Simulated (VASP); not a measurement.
Input of a VASP 6.6.1 run:

POSCAR

```
Sb
1.0
   -1.7777738420      1.9649079306      1.8713408863
    1.7777738420     -1.9649079306      1.8713408863
    1.7777738420      1.9649079306     -1.8713408863
Sb
1
Direct
    0.0000000000      0.0000000000      0.0000000000
```

File INCAR.step1:

```
SYSTEM = Sb
ALGO     = Normal         ! electronic algorithm
EDIFF    = 1E-4           ! SCF threshold, eV
ENCUT    = 520            ! plane-wave cutoff, eV
GGA      = PE             ! functional
ISMEAR   = 0              ! smearing method
LASPH    = .TRUE.         ! aspherical terms in the spheres
LCHARG   = .FALSE.        ! write CHGCAR
LREAL    = .FALSE.        ! projectors in reciprocal space
LWAVE    = .TRUE.         ! write WAVECAR
NBANDS   = 8              ! bands
NELM     = 100            ! most SCF steps
PREC     = Accurate       ! precision mode
SIGMA    = 0.15           ! smearing width, eV
```

Contents of INCAR.step2:

```
SYSTEM = Sb
ALGO     = Normal         ! electronic algorithm
EDIFF    = 1E-6           ! SCF threshold, eV
ENCUT    = 520            ! plane-wave cutoff, eV
ISIF     = 2              ! what is computed and relaxed
ISMEAR   = 0              ! smearing method
ISTART   = 1            
LASPH    = .TRUE.         ! aspherical terms in the spheres
LCHARG   = .FALSE.        ! write CHGCAR
LMIXTAU  = .TRUE.       
LREAL    = .FALSE.        ! projectors in reciprocal space
LWAVE    = .FALSE.        ! write WAVECAR
METAGGA  = R2SCAN         ! meta-GGA
NBANDS   = 8              ! bands
NELM     = 100            ! most SCF steps
PREC     = Accurate       ! precision mode
SIGMA    = 0.15           ! smearing width, eV
```

Contents of KPOINTS:

```
k-points
0
G
  18 18 18
  0 0 0
```

Potentials or basis: VASP PAW PBE potentials, release 64 (Sb).

The run is started by

```sh
$ cat potpaw_PBE.64/Sb/POTCAR > POTCAR
$ cp INCAR.step1 INCAR
$ mpirun -np 1 vasp_std > vasp.out
$ cp INCAR.step2 INCAR
$ mpirun -np 1 vasp_std > vasp.out
```

Question: What does it give for the pressure?

Answer: 2.1 GPa.

Question: Estimate the band gap on the k mesh.

Answer: None (metal or under the smearing width).

Stress tensor (GPa, compression positive):
```
3.91 0.00 0.00
0.00 0.25 0.00
0.00 0.00 2.26
```

Caveat: the PAW data sets were made with another functional, which shifts forces and pressure a little. The run has no spin-orbit coupling, so splittings on Sb are missing.
